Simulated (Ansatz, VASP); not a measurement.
One calculation of BeS, two programs

Contents of POSCAR:

```
BeS
1.0
    0.0000000000      2.3172971951      2.3172971951
    2.3172971951      0.0000000000      2.3172971951
    2.3172971951      2.3172971951      0.0000000000
Be S
1 1
Direct
    0.0000000000      0.0000000000      0.0000000000
    0.5000000000      0.5000000000      0.5000000000
```

INCAR.step1

```
PREC = Accurate
ENCUT = 520
EDIFF = 1E-5
ISMEAR = 0
SIGMA = 0.01
LREAL = F
LASPH = T
NELM = 100
ALGO = Normal
ISIF = 2
LWAVE = T
LCHARG = F
NBANDS = 11
GGA = PE
```

File INCAR.step2:

```
PREC = Accurate
ENCUT = 520
EDIFF = 1E-6
ISMEAR = 0
SIGMA = 0.01
LREAL = F
LASPH = T
NELM = 100
ALGO = Normal
ISIF = 2
LWAVE = F
LCHARG = F
GGA = PE
LHFCALC = T
AEXX = 0.15
HFSCREEN = 0.2078
PRECFOCK = Normal
NBANDS = 11
ISTART = 1
```

Contents of KPOINTS:

```
regular mesh
0
Gamma
  4 4 4
```

Input for Ansatz:

```yaml
crystal:
  lattice:
    - [0.0, 2.3172971951, 2.3172971951]
    - [2.3172971951, 0.0, 2.3172971951]
    - [2.3172971951, 2.3172971951, 0.0]
  atoms:
    - { symbol: Be, position: [0.0, 0.0, 0.0] }
    - { symbol: S, position: [0.5, 0.5, 0.5] }
kpoints:
  mp_grid: { grid: [4, 4, 4] }
hamiltonian:
  xc:
    exchange: pbe
    correlation: pbe
    exx: { coeff: 0.15, omega: 0.2078 }
scf:
  occupations: { method: fixed }
  n_extra_bands: 4
output:
  forces: true
  stress: true
  eigenvalues: true
```

Alike in both runs: task single point; functional PBE-based screened hybrid; k mesh 4 × 4 × 4; no spin polarisation.

|  | VASP | Ansatz |
| --- | --- | --- |
| version | VASP 6.6.1 | Ansatz 0.2.0 |
| potentials or method | VASP PAW PBE potentials, release 64 (Be, S) | plane waves |
| plane-wave cutoff (eV) | 520 | 420 |
| occupations | gaussian, width 0.01 eV | fixed |
| valence electrons in the cell | 8 | 8 |

VASP gave:

```
gap on the k mesh at the Fermi level (eV) : 1.73
pressure (GPa)                            : -0.1
```

Task: What did Ansatz give for the same quantities?

Result: gap on the k mesh at the Fermi level (eV): 1.73; pressure (GPa): 0.1.

Ansatz warned: «stress_exchange_threshold_loose».

Caveats: the k mesh is coarse (spacing up to 0.59 Å⁻¹), so the values aren't converged; the PAW data sets were made with another functional, which shifts forces and pressure a little (VASP). A k mesh can miss the band edges.
